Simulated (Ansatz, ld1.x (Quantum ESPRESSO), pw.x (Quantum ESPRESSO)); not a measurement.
## Equation-of-state test of one TM potential (Sr (Z = 38))

- Element: strontium (Sr)
- Generator: ld1.x (Quantum ESPRESSO) 7.5
- Type: norm-conserving Troullier–Martins (Kleinman–Bylander form)
- Functional: PBE
- Relativity: scalar-relativistic
- Frozen core: [Kr]
- Valence charge: 2
- Reference configuration: 4d0 5s1 5p1
- Partial waves: 5s (bound): rc 3.90 bohr; 5p (bound): rc 3.25 bohr; 4d (bound, empty): rc 3.10 bohr
- Local potential: all-electron potential smoothed inside 3.55 bohr (lloc = -2)
- Core correction: none

Crystal test: bcc Sr in pw.x 7.5, no spin, 10³ k-points, Fermi–Dirac smearing 0.01 Ry, cutoffs 35/140 Ry. The reference is all-electron LAPW (Ansatz 0.2.0) with the same functional, mesh and smearing; V0 and B0 come from Birch–Murnaghan fits to the pressures at five volumes. Errors are pseudo minus all-electron; Δ is the rms difference of the E(V) curves that follow from these fits, minima aligned, over ±6 % about the mean V0. Mesh and smearing are coarse, so the numbers serve the comparison and aren't converged zero-temperature values; the lattice is a test structure that the element need not adopt.

All-electron: a0 = 4.780 Å (V0 = 54.61 Å³/atom), B0 = 11.4 GPa.

Problem. How far does the potential miss the all-electron equation of state?

Solution. mean pressure error (GPa): -0.72. The pressure does not cross zero within the volumes sampled, so no fit is given. This is a poor potential for the solid. The logarithmic derivative shows an extra or strongly shifted pseudo pole above the reference energy (s near 1.61 Ry).

```tsv
V (Å³/atom)	P all-electron (GPa)	P pseudo (GPa)
51.857	0.64	-0.24
53.221	0.31	-0.48
54.586	0.01	-0.71
55.951	-0.27	-0.91
57.315	-0.51	-1.09
```

Problem. At the middle volume, how do free energy and pressure move when the wave cutoff is lowered (ecutrho kept at four times it)?

Solution.

```csv
cutoff (Ry),shift of F (meV/atom),shift of P (GPa)
16,+7.4,-0.11
21,+0.8,+0.00
28,+0.2,-0.00
```

The run at the middle volume (47 k-points, 7 iterations) took about 4.4 s on one core of a shared host (Neoverse-V2, 96 threads, 742 GiB, load 23).
